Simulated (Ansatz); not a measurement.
# Step by step: KI, relaxation of cell and atoms

These are results of DFT, PBE, PAW with Ansatz's default frozen-core files, scalar-relativistic in Ansatz 0.2.0, not measurements.

Command: `ansatz run input.yaml --threads 1 --pin off --max-ram 2048MiB --backend cpu --events-out ev --progress --plain --runs-dir out` The run took about 28 s on 1 thread of a shared machine.

```yaml
crystal:
  lattice:
    - [0.0, 3.1295391354, 3.1295391354]
    - [3.1295391354, 0.0, 3.1295391354]
    - [3.1295391354, 3.1295391354, 0.0]
  atoms:
    - { symbol: K, position: [0.0, 0.0, 0.0] }
    - { symbol: I, position: [0.5, 0.5, 0.5] }
kpoints:
  mp_grid: { grid: [10, 10, 10] }
scf:
  occupations: { method: fermi_dirac, width: 0.03 }
hamiltonian:
  xc: pbe
  pseudopotentials: { kind: paw }
output:
  forces: true
  stress: true
  write_density: true
  write_potential: true
  elf: true
  volumetric_format: npy
relax:
  f_tol: 0.005
  max_steps: 80
  cell: {}
```

No spin–orbit coupling, which matters for the heavy atoms here.

The cell is built from the rocksalt type as a first guess.

The cutoff is 420 eV; energies and pressures of the walk include the program's estimate of the Pulay term.

Each frame lists the cell vectors (Å), then Cartesian positions (Å); symmetry keeps all forces zero. Free energies count from the first step, -9052.9229 eV.

The walk took 9 evaluations in all; steps that aren't listed are left out.

Step 1: E = 0.0 meV, P = 11.79 GPa

```
cell 0.0000 3.1295 3.1295 3.1295 0.0000 3.1295 3.1295 3.1295 0.0000
K     0.0000    0.0000    0.0000
I     3.1295    3.1295    3.1295
```

Step 2: E = -485.9 meV, P = 5.47 GPa

```
cell 0.0000 3.2821 3.2821 3.2821 0.0000 3.2821 3.2821 3.2821 0.0000
K     0.0000    0.0000    0.0000
I     3.2821    3.2821    3.2821
```

Step 3: E = -709.3 meV, P = 1.84 GPa

```
cell 0.0000 3.4347 3.4347 3.4347 0.0000 3.4347 3.4347 3.4347 0.0000
K     0.0000    0.0000    0.0000
I     3.4347    3.4347    3.4347
```

Step 4: E = -752.2 meV, P = 0.36 GPa

```
cell 0.0000 3.5237 3.5237 3.5237 0.0000 3.5237 3.5237 3.5237 0.0000
K     0.0000    0.0000    0.0000
I     3.5237    3.5237    3.5237
```

Step 5: E = -754.1 meV, P = 0.01 GPa

```
cell 0.0000 3.5468 3.5468 3.5468 0.0000 3.5468 3.5468 3.5468 0.0000
K     0.0000    0.0000    0.0000
I     3.5468    3.5468    3.5468
```

Step 6: E = -770.4 meV, P = 0.43 GPa (the cell of the step before, solved again on a basis chosen afresh, hence the jump)

Step 7: E = -774.2 meV, P = 0.14 GPa

```
cell 0.0000 3.5760 3.5760 3.5760 0.0000 3.5760 3.5760 3.5760 0.0000
K     0.0000    0.0000    0.0000
I     3.5760    3.5760    3.5760
```

(1) How does the relaxation end?

Results:

(1) It converges, with a = 7.180 Å, b = 7.180 Å, c = 7.180 Å, α = 90.00°, β = 90.00°, γ = 90.00° (conventional cell, space group Fm-3m). The last solve (on a basis chosen afresh for the final cell, so its energy is not quite comparable) gives E = -774.8 meV, P = 0.01 GPa:
```
cell 0.0000 3.5900 3.5900 3.5900 0.0000 3.5900 3.5900 3.5900 0.0000
K     0.0000    0.0000    0.0000
I     3.5900    3.5900    3.5900
```
